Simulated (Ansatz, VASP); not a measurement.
**KF (Carobbiite): VASP beside Ansatz**

One calculation is typed for both programs; each brings its own data sets and cutoff. How far apart do they land? The cell is taken from a series of VASP runs on this material, whose earlier steps may have relaxed, scaled or displaced it; both programs get it as it stands.

Method: plane waves, with VASP 6.6.1 beside it; relaxation of cell and atoms at LDA, in Ansatz 0.2.0.

## Step 1: Starting point

The structure is cubic, space group Fm-3m (No. 225). The conventional cell has a = 5.172 Å, b = 5.172 Å, c = 5.172 Å, α = 90.00°, β = 90.00°, γ = 90.00°. K has 6 F at 2.59 Å nearest. F has 6 K at 2.59 Å nearest. Farther neighbours and most contacts between anions are not listed.

## Step 2: VASP: relaxation of cell and atoms, LDA

The relaxed volume is the usual yardstick between codes: its relative difference is about their pressure difference at one cell divided by the bulk modulus.

Lines of VASP's logs that name or quote its potential files are left out, and so is its time.

INCAR reads:

```
SYSTEM = KF
PREC = Accurate
ENCUT = 560
EDIFF = 1E-07
NELM = 100
ISMEAR = 0
SIGMA = 0.03
LREAL = .FALSE.
ALGO = Normal
GGA = CA
NBANDS = 14
LORBIT = 11
LWAVE = .FALSE.
LCHARG = .FALSE.
KPAR = 4
IBRION = 2
NSW = 50
ISIF = 3
EDIFFG = -0.002
```

POSCAR reads:

```
KF
1.0
    0.0000000000      2.5860204345      2.5860204345
    2.5860204345      0.0000000000      2.5860204345
    2.5860204345      2.5860204345      0.0000000000
K F
1 1
Direct
    0.0000000000      0.0000000000      0.0000000000
    0.5000000000      0.5000000000      0.5000000000
```

KPOINTS reads:

```
Automatic mesh
0
Gamma
8 8 8
0 0 0
```

Potentials, in the order of the species: K_sv and F (LDA family, release 64).

The run is started by

```console
mpirun -np 4 vasp_std
```

Numbers of over 12 decimals in the logs are rounded to 6 here.

What it wrote:

```text
[banner, memory and clock lines left out]
running    4 mpi-ranks, on    1 nodes
 distrk:  each k-point on    1 cores,    4 groups
 distr:  one band on    1 cores,    1 groups

 POSCAR found type information on POSCAR K F
 POSCAR found :  2 types and       2 ions
 LDA part: xc-table for (Slater(with rela. corr.)+CA(PZ))
 , standard interpolation
 POSCAR, INCAR and KPOINTS ok, starting setup
 FFT: planning ... GRIDC
 FFT: planning ... GRID_SOFT
 FFT: planning ... GRID
 WAVECAR not read
 entering main loop
       N       E                     dE             d eps       ncg     rms          rms(c)
DAV:   1     0.127327605664E+03    0.12733E+03   -0.87130E+03   812   0.120E+03
DAV:   2    -0.451947305568E+01   -0.13185E+03   -0.11509E+03   974   0.312E+02
DAV:   3    -0.101244920485E+02   -0.56050E+01   -0.55715E+01  1046   0.611E+01
DAV:   4    -0.102502309998E+02   -0.12574E+00   -0.12568E+00  1066   0.926E+00
DAV:   5    -0.102537870110E+02   -0.35560E-02   -0.35559E-02  1102   0.115E+00    0.632E+00
DAV:   6    -0.914459322541E+01    0.11092E+01   -0.32779E+00   880   0.168E+01    0.469E+00
DAV:   7    -0.909783125215E+01    0.46762E-01   -0.91334E-02   956   0.246E+00    0.282E+00
DAV:   8    -0.907240015566E+01    0.25431E-01   -0.47486E-02   974   0.225E+00    0.218E-01
DAV:   9    -0.907241960438E+01   -0.19449E-04   -0.41435E-03   986   0.540E-01    0.107E-01
DAV:  10    -0.907250833571E+01   -0.88731E-04   -0.46795E-04  1028   0.231E-01    0.490E-02
DAV:  11    -0.907249833406E+01    0.10002E-04   -0.53966E-05  1092   0.864E-02    0.127E-02
DAV:  12    -0.907250058385E+01   -0.22498E-05   -0.30245E-06   988   0.176E-02    0.170E-03
DAV:  13    -0.907250071170E+01   -0.12785E-06   -0.34653E-07   994   0.558E-03    0.237E-03
DAV:  14    -0.907250067316E+01    0.38542E-07   -0.16014E-07   862   0.394E-03
   1 F= -.90725007E+01 E0= -.90725007E+01  d E =-.907250E+01
 curvature:   0.00 expect dE= 0.000E+00 dE for cont linesearch  0.000E+00
 trial: gam= 0.00000 g(F)=  0.201E-59 g(S)=  0.304E-07 ort = 0.000E+00 (trialstep = 0.100E+01)
 search vector abs. value=  0.305E-07
 reached required accuracy - stopping structural energy minimisation
```

Parts of OUTCAR (step 2):

```text
ion  position               nearest neighbor table
   1  0.000  0.000  0.000-   2 2.59   2 2.59   2 2.59   2 2.59   2 2.59   2 2.59
   2  0.500  0.500  0.500-   1 2.59   1 2.59   1 2.59   1 2.59   1 2.59   1 2.59

  LATTYP: Found a face centered cubic cell.
 ALAT       =     5.1720408690

 Subroutine GETGRP returns: Found 48 space group operations
 (whereof 48 operations were pure point group operations)

The static configuration has the point symmetry O_h .

 Found     29 irreducible k-points:

   k-points           NKPTS =     29   k-points in BZ     NKDIM =     29   number of bands    NBANDS=     14

   dimension x,y,z NGX =    28 NGY =   28 NGZ =   28
   dimension x,y,z NGXF=    56 NGYF=   56 NGZF=   56

   ENCUT  =  560.0 eV  41.16 Ry    6.42 a.u.   7.06  7.06  7.06*2*pi/ulx,y,z

   NELECT =      16.0000    total number of electrons

 k-points in reciprocal lattice and weights: Automatic mesh
   0.00000000  0.00000000  0.00000000       0.002
   0.12500000  0.00000000  0.00000000       0.016
   0.25000000  0.00000000  0.00000000       0.016
   0.37500000  0.00000000  0.00000000       0.016
   0.50000000  0.00000000  0.00000000       0.008
   0.12500000  0.12500000  0.00000000       0.012
   0.25000000  0.12500000  0.00000000       0.047
   0.37500000  0.12500000  0.00000000       0.047
   0.50000000  0.12500000  0.00000000       0.047
[...]
-0.37500000  0.50000000  0.12500000       0.023
  -0.25000000  0.50000000  0.25000000       0.012

 average (electrostatic) potential at core
       1 -35.0759       2 -77.6964

 E-fermi :  -2.7441

 k-point     1 :       0.0000    0.0000    0.0000
  band No.  band energies     occupation
    ...
      4     -11.7163      2.00000
      5     -11.7163      2.00000
      6      -2.9436      2.00000
      7      -2.9436      2.00000
      8      -2.9436      2.00000
      9       3.3731      0.00000
     10       7.8210      0.00000
     11       7.8210      0.00000
     12       7.8210      0.00000
     13       9.6975      0.00000
    ...

 k-point     2 :       0.1250    0.0000    0.0000
  band No.  band energies     occupation
    ...
      4     -11.7229      2.00000
      5     -11.7229      2.00000
      6      -3.1173      2.00000
      7      -3.0140      2.00000
      8      -3.0140      2.00000
      9       3.8538      0.00000
     10       7.5333      0.00000
     11       8.0612      0.00000
     12       8.0612      0.00000
     13       9.8781      0.00000
    ...

 k-point     3 :       0.2500    0.0000    0.0000
  band No.  band energies     occupation
    ...
      4     -11.7385      2.00000
      5     -11.7385      2.00000
      6      -3.4810      2.00000
      7      -3.1796      2.00000
      8      -3.1796      2.00000
      9       5.0131      0.00000
     10       7.1825      0.00000
     11       8.6667      0.00000
     12       8.6667      0.00000
     13      10.4182      0.00000
    ...

  Total       -0.0006484     -0.0006484     -0.0006484      0.0000000      0.0000000      0.0000000
  in kB       -0.0300331     -0.0300331     -0.0300331      0.0000000      0.0000000      0.0000000
  external PRESSURE =      -0.0300331 kB  Pullay stress =       0.0000000 kB

  energy-cutoff  :      560.00
  volume of cell :       34.59
      direct lattice vectors                 reciprocal lattice vectors
     0.000000000  2.586020434  2.586020434    -0.193347273  0.193347273  0.193347273
     2.586020434  0.000000000  2.586020434     0.193347273 -0.193347273  0.193347273
     2.586020434  2.586020434  0.000000000     0.193347273  0.193347273 -0.193347273

 POSITION                                       TOTAL-FORCE (eV/Angst)
 -----------------------------------------------------------------------------------
      0.00000      0.00000      0.00000         0.000000     -0.000000     -0.000000
      2.58602      2.58602      2.58602        -0.000000      0.000000      0.000000
 -----------------------------------------------------------------------------------
    total drift:                                0.000000      0.000000      0.000000

  FREE ENERGIE OF THE ION-ELECTRON SYSTEM (eV)
  ---------------------------------------------------
  free  energy   TOTEN  =        -9.0725006732 eV

  energy  without entropy=       -9.0725006732  energy(sigma->0) =       -9.07250067

 reached required accuracy - stopping structural energy minimisation

 total charge
# of ion       s       p       d       tot
------------------------------------------
    1        1.959   5.579   0.043   7.581
    2        1.720   4.340   0.000   6.060
--------------------------------------------------
tot          3.679   9.919   0.043  13.641

[... 3 further parts left out ...]
```

## Step 3: Ansatz: relaxation of cell and atoms, LDA

Ansatz runs on its default PAW (the set named soft_2) files.

The same cell, functional (in two slightly different forms), mesh and smearing now go to Ansatz, which takes its cutoff from its data sets.

input.yaml reads:

```yaml
crystal:
  lattice:
    - [0.0, 2.5860204345, 2.5860204345]
    - [2.5860204345, 0.0, 2.5860204345]
    - [2.5860204345, 2.5860204345, 0.0]
  atoms:
    - { symbol: K, position: [0.0, 0.0, 0.0] }
    - { symbol: F, position: [0.5, 0.5, 0.5] }
hamiltonian:
  xc: lda
  pseudopotentials: { kind: paw }
kpoints:
  mp_grid: { grid: [8, 8, 8] }
scf:
  occupations: { method: gaussian, width: 0.03 }
relax:
  f_tol: 0.01
  max_steps: 60
  cell: { stress_tol: 0.05 }
output:
  forces: true
  stress: true
```

The run is started by

```console
ansatz run input.yaml --threads 4 --pin off --max-ram 9216MiB --backend cpu --events-out ev --progress --plain --runs-dir out
```

What it wrote:

```text
Engine: ansatz 0.2.0, aarch64-unknown-linux-gnu
Pseudopotentials: kind: paw
Pseudopotential: K, paw, valence charge 9, recommended cutoff 420 eV (normal), K.paw.azcp
Pseudopotential: F, paw, valence charge 7, recommended cutoff 420 eV (normal), F.paw.azcp
Functional definition: SPW92
  exchange = slater_x
  correlation = pw_c
Crystal: 2 atoms, lattice volume = 34.588 Å³
Basis set: ecut = 420 eV, 645 PW (Γ)
Bands: 12, of which v1, the nominal top of the filled ones, is band 8 counted from 1 (7 counted from 0)
Symmetry: 48 space group operations
Space group: Fm-3m (ITA 225), of the structure as read, at distance tolerance 3.3e-5 Å
k-points: 29 of 512
Non-local potential: K, projectors of the file, l = 0: 3, l = 1: 2, l = 2: 2
Non-local potential: F, projectors of the file, l = 0: 2, l = 1: 2, l = 2: 1
PAW form: soft (Blöchl's): semilocal exchange-correlation on the pseudo side does not see the compensation charge
PAW frozen core: K, regenerated for the run's functional, and the local potential with it (the file was generated under x = pbe(κ = 0.804, μ = 0.219515), c = pbe(β = 0.066725))
PAW frozen core: F, regenerated for the run's functional, and the local potential with it (the file was generated under x = pbe(κ = 0.804, μ = 0.219515), c = pbe(β = 0.066725))
PAW one-centre angular grid: K, 110 points (default); XC on 64 Gauss nodes
PAW one-centre angular grid: F, 110 points (default); XC on 64 Gauss nodes
Initial density: superposition of atomic densities (neutral atoms: chi_scale 0, normalization atom), corrected by the library's trained network
Initial wavefunctions: pseudopotential atomic-orbital guess
Functional: x = slater, c = lda
SCF iter   1: F=—  HF=-2292.800131 eV  |F-HF|=—  |Δ(HF+E_count)|=         —  Δρ=1.65e-2  dr2=7.02e-2  ethr=1.77e-3  ⟨swp⟩=6.3  Hψ=2235  notcnv=0
preconditioner: auto → none  [insulator: Δε(μ)=6.039 eV  Ē_g=19.795 eV  σ=0.030 eV  W_gap=1.00  n_scr=8 (ndim 8)  ℏωp=25.3 eV  f_vac=0.096  D(μ)=0.00/eV (n_scr^D=0)  ε∞_Penn≈2.6]
SCF iter   2: F=—  HF=-2292.785438 eV  |F-HF|=—  |Δ(HF+E_count)|=   1.47e-2  Δρ=1.09e-2  dr2=2.18e-2  ethr=4.38e-4  ⟨swp⟩=2.0  Hψ=893  notcnv=0
SCF iter   3: F=—  HF=-2292.779068 eV  |F-HF|=—  |Δ(HF+E_count)|=   6.37e-3  Δρ=2.29e-3  dr2=8.59e-4  ethr=1.36e-4  ⟨swp⟩=2.0  Hψ=647  notcnv=0
SCF iter   4: F=—  HF=-2292.778766 eV  |F-HF|=—  |Δ(HF+E_count)|=   3.02e-4  Δρ=4.15e-4  dr2=1.79e-5  ethr=5.37e-6  ⟨swp⟩=2.0  Hψ=557  notcnv=0
SCF iter   5: F=—  HF=-2292.778758 eV  |F-HF|=—  |Δ(HF+E_count)|=   7.70e-6  Δρ=2.43e-5  dr2=9.92e-8  ethr=1.12e-7  ⟨swp⟩=2.6  Hψ=571  notcnv=0
SCF iter   6: F=-2292.778758 eV  HF=-2292.778758 eV  |F-HF|=8.07e-9  |Δ(HF+E_count)|=   8.95e-9  Δρ=6.60e-6  dr2=9.42e-9  ethr=6.20e-10  ⟨swp⟩=2.0  Hψ=1190  notcnv=0
SCF 1 converged in 6 iterations: F = -2292.778758 eV  dr2 = 9.42e-9
  greatest PAW one-centre occupation: 0.985 electrons in one spin orbital (limit 2), on the K atom at site 0 (counted from 0), in its partial waves of l = 0
relax step   1: F+E_penalty+E_count = -2292.77875835 eV  Δ(F+E_penalty+E_count) = +0.000e0 eV  max|allowed force component| = 1.695e-28 eV/Å  Δτ_max = 0.0000 Å  P = -0.247 GPa  Ω = 34.588 Å³  (6 SCF iters, dr2 threshold 1.00e-7 eV, accepted)
[...]
relax step   2: F+E_penalty+E_count = -2292.77947283 eV  Δ(F+E_penalty+E_count) = -7.145e-4 eV  max|allowed force component| = 1.101e-29 eV/Å  Δτ_max = 0.0000 Å  P = +0.021 GPa  Ω = 34.398 Å³  energy of the carried Pulay correction = +5.804e-4 eV  (4 SCF iters, dr2 threshold 1.52e-7 eV, accepted)
[...]
relax step   3: F+E_penalty+E_count = -2292.77875023 eV  Δ(F+E_penalty+E_count) = +7.226e-4 eV  max|allowed force component| = 7.149e-30 eV/Å  Δτ_max = 0.0000 Å  P = -0.011 GPa  Ω = 34.398 Å³  stress off target by 1.07e-2 GPa  SCF on the basis re-selected at this cell (its energy is not comparable with the rows above)  (5 SCF iters)
basis re-selected at this cell: Δ(F+E_penalty+E_count) = +7.226e-4 eV, ΔP = -0.032 GPa vs the last step (what re-selecting the basis moved, of the pressure what is left beyond the Pulay correction that the steps carried, after the strain that the cell walked since its last selection, with what the two solves' SCF thresholds leave and, on support functions, any second-order correction that the steps lacked; it is no m [...]
SCF converged after 5 iterations
Free energy (F): -2292.778750 eV
Harris-Foulkes:  -2292.778750 eV  (|F-HF|=1.36e-12)
Internal energy: -2292.778750 eV  (E = F + TS)
E sigma→0 (E₀):  -2292.778750 eV
Fermi energy:    4.958895 eV
--- Per-component energies (eV) ---
  E_band       = -115.009445
  E_kinetic    = 460.908392
  E_local      = -1056.711776  (includes V_loc(G=0)·N_el)
  E_nonlocal   = 91.155902
  E_hartree    = 376.669123
  E_xc         = -212.317796
  E_vxc        = -266.262669  (∫ρ·V_xc dr)
  E_paw        = -930.124544  (= ΣΔE_a)
  E_vpaw       = -97.439584  (= ΣTr[D̂ρ^β])
  E_aug_tail   = 0.001989  (compensation charges beyond the density's cutoff)
  E_ewald      = -1022.730793
  E_core_change = 0.370752  (= ΣΔE_core)
  E_smearing   = -0.000000  (= −TS)
  E_closure    = -0.000000  (closes the sum)
  Σ components = -2292.778750   (vs F -2292.778750, Δ=0.00e0)
--- Forces (eV/Å), atoms counted from 1 ---
  atom   1  K     -0.00000000    -0.00000000     0.00000000
  atom   2  F     -0.00000000    -0.00000000     0.00000000
  max |Σ_I F_I| component: 1.52e-29 eV/Å
--- Stress (GPa, compression-positive) ---
       -0.010677      -0.000000       0.000000
       -0.000000      -0.010677      -0.000000
       -0.000000      -0.000000      -0.010677
  P = ⅓ Tr σ = -0.0107 GPa (-0.107 kbar)
--- Relaxed structure (2 steps of the walk, 2 accepted, 1 SCFs on fresh bases) ---
  F+E_penalty+E_count = -2292.77875023 eV   max|allowed force component| = 7.149e-30 eV/Å   (the final SCF, on the basis selected at the relaxed cell)
  cell:  # Å, volume = 34.3981 Å³
    - [0, 2.581279, 2.581279]
    - [2.581279, 0, 2.581279]
    - [2.581279, 2.581279, 0]
  atoms:
    - { symbol: K, position: [0, 0, 0] }
    - { symbol: F, position: [0.5, 0.5, 0.5] }
```

Elapsed: 1.1 s, on 4 threads of Arm Neoverse N1, shared host; peak memory 0.28 GiB.

## Step 4: Differences

Known differences besides the potentials themselves: the two LDA forms differ slightly; both relaxations stop at a tolerance, which leaves soft axes loose, and VASP keeps its plane-wave basis; the cutoff is 420 eV in Ansatz and 560 eV in VASP; VASP's log shows a relativistic correction to its local exchange, Ansatz's none; Ansatz adds a Pulay correction to the stress that steers its cell, VASP none. Total energies have different zeros and are not compared.

Both answers:

```
                                         quantity  Ansatz   VASP  difference
                                      volume (Å³)   34.40  34.59     -0.55 %
edge a after relaxation, in the typed setting (Å)   3.651  3.657     -0.18 %
```

The walks stopped with -0.01 GPa left in Ansatz and 0.00 GPa in VASP; each walk ends within a tolerance, so the volume difference is uncertain by about these residues over the bulk modulus, most in soft cells.

## Step 5: Results

```json
{"difference in volume (relaxation of cell and atoms, LDA)": "-0.55 %"}
```

What this shows: The difference in volume is -0.55 % (relaxation of cell and atoms, LDA), within the 1.2 % picked in this series as the mark of a large difference, as far as the stopping tolerances let one tell. How closely two codes agree says nothing of how well the functional describes the real material.

[Lines on the potential files, build, host, timing and source positions are cut from VASP's logs without a mark.]

[Logs are printed without paths, hosts, clocks, repeated set-up lines and the standing remarks that a program may print on its own settings, such as how far it seeks lower states.]

[Hosts, paths, dates, database ids (printed as entryN), source tags and the programs' standing remarks are cut or masked in the printed files.]
